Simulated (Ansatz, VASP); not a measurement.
# CdTe: VASP beside Ansatz

```
CELL_PARAMETERS angstrom
2.99755 2.99755 0.00000
-2.99755 2.99755 0.00000
0.00000 2.99755 2.99755
ATOMIC_POSITIONS crystal
Cd 0.00000 0.00000 0.00000
Te 0.75000 0.25000 0.50000
```

Alike in both runs: task single point; functional LDA; k mesh 6 × 6 × 6; no spin polarisation.

|  | VASP | Ansatz |
| --- | --- | --- |
| version | VASP 6.6.1 | Ansatz 0.2.0 |
| potentials or method | VASP PAW LDA potentials, release 64 (Cd, Te), cutoff 520 eV | all-electron LAPW, scalar-relativistic |
| occupations | gaussian, width 0.01 eV | fixed |

VASP gave:

```
gap on the k mesh at the Fermi level (eV) : 1.29
pressure (GPa)                            : 15.6
```

Question: Estimate Ansatz's values.

Answer: gap on the k mesh at the Fermi level (eV): 1.23; pressure (GPa): 15.0.

Ansatz ran all-electron here, so the differences hold the error of VASP's frozen core and of both bases.

Caveats: so large a pressure means that the cell lies far from this level's equilibrium, or that cutoff or potentials fall short (VASP); spin-orbit coupling is left out, which moves the levels of the heavy elements.
